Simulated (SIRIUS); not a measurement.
**PtSe2 (Sudovikovite) in SIRIUS: convergence with density cutoff**

The system is PtSe2 (Sudovikovite).

```
Pt Se
1.0
     3.72400    0.00000    0.00000
    -1.86200    3.22508    0.00000
     0.00000    0.00000    5.06200
Pt Se
1 2
Cartesian
  0.0000 0.0000 0.0000
  1.8620 1.0750 3.7965
  0.0000 2.1501 1.2655
```

* Program: SIRIUS 7.10.0
* Task: single point
* Functional: PBE
* Potentials or basis: GBRV 1.5 PBE (ultrasoft)
* Cutoff: 557 eV
* Density cutoff: 2667 eV
* k mesh: 8 × 8 × 5
* Occupations: gaussian, width 0.05 eV
* Spin: no spin polarisation

These are the settings of the first run; the series varies density cutoff, with any setting tied to it.

Hardware: 1 thread of Arm Neoverse V1, with other jobs on the host.

| density cutoff | energy less the tightest run, at zero smearing (meV/atom) | largest force (eV/Å) | SCF cycles | CPU time (s) | peak memory (GiB) |
| --- | --- | --- | --- | --- | --- |
| 2666.7 eV | 0.04 | 0.575 | 23 | 65 | 0.36 |
| 3483.1 eV | -0.06 | 0.575 | 23 | 71 | 0.41 |
| 4408.2 eV | -0.05 | 0.578 | 24 | 75 | 0.47 |
| 5442.3 eV | 0.00 | 0.576 | 23 | 73 | 0.55 |
| 7197.4 eV | -0.01 | 0.576 | 23 | 76 | 0.69 |
| 9197.4 eV | 0.00 | 0.576 | 23 | 81 | 0.9 |
| 12245.1 eV | 0.00 | 0.576 | 23 | 90 | 1.2 |

Against the tightest run, the energy stays within 1 meV/atom from 2666.7 eV on; the largest force stays within 0.005 eV/Å from 2666.7 eV on. The tightest run that finished is the yardstick and may itself not be fully converged.

Spin-orbit coupling is left out, which matters for the levels of Pt.
